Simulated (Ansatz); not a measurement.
Runs of Ansatz 0.2.0 on SiC (Moissanite). The structure is hexagonal, space group P6_3mc (No. 186). Conventional cell: a = 3.076 Å, b = 3.076 Å, c = 5.048 Å, α = 90.00°, β = 90.00°, γ = 120.00°. Around Si (site symmetry 3m) lie 4 C at 1.87 to 1.94 Å. C (site symmetry 3m) is surrounded by 4 Si at 1.87 to 1.94 Å. 

```tsv
task	level	potentials or basis	cell	k mesh	cutoff (eV)	smearing	atoms under strain	gap on the mesh (eV)	pressure (GPa)	V0 of scaled cells (Å³/atom)	B0 (GPa)
elastic constants	PBEsol	Ansatz PAW	as given	8 × 8 × 5	420	fixed	relaxed	2.38	0.0	-	-
equation of state	LDA	PseudoDojo LDA	as given	10 × 10 × 5	1116	fermi-dirac 0.05 eV	-	-	-	10.14	229
relaxation of cell and atoms	r2SCAN+rVV10	Ansatz PAW	relaxed	10 × 10 × 5	500	fermi-dirac 0.05 eV	-	2.76	0.0	-	-
equation of state	revPBE+D4	Ansatz PAW	as given	10 × 10 × 5	420	fermi-dirac 0.05 eV	-	-	-	(b)	222
equation of state	BPBE	Ansatz PAW	as given	10 × 10 × 5	420	fermi-dirac 0.05 eV	-	-	-	10.52	(a)
```

Alike in all rows: no spin polarisation.

Fill in the values left out.

(a) 213; (b) 10.21.

Caveats: the cell was scaled at fixed shape and fractional positions, which overstates the stiffness of a crystal with free parameters, most of all of layers and chains (some runs); odd divisions of the mesh miss points on the zone boundary, where band edges often lie, so the gap on the mesh can be too wide (some runs); the PAW data sets come from PBE, with cores solved anew for the run's functional, which leaves a small shift of forces and pressure (some runs); the potentials were made for another functional, which shifts forces and pressure (some runs); the plane-wave basis is chosen anew once the cell has moved, so the energies of steps on either side of that aren't comparable (some runs).

A k mesh can miss the band edges.

Runs at the PBE level aren't shown here.
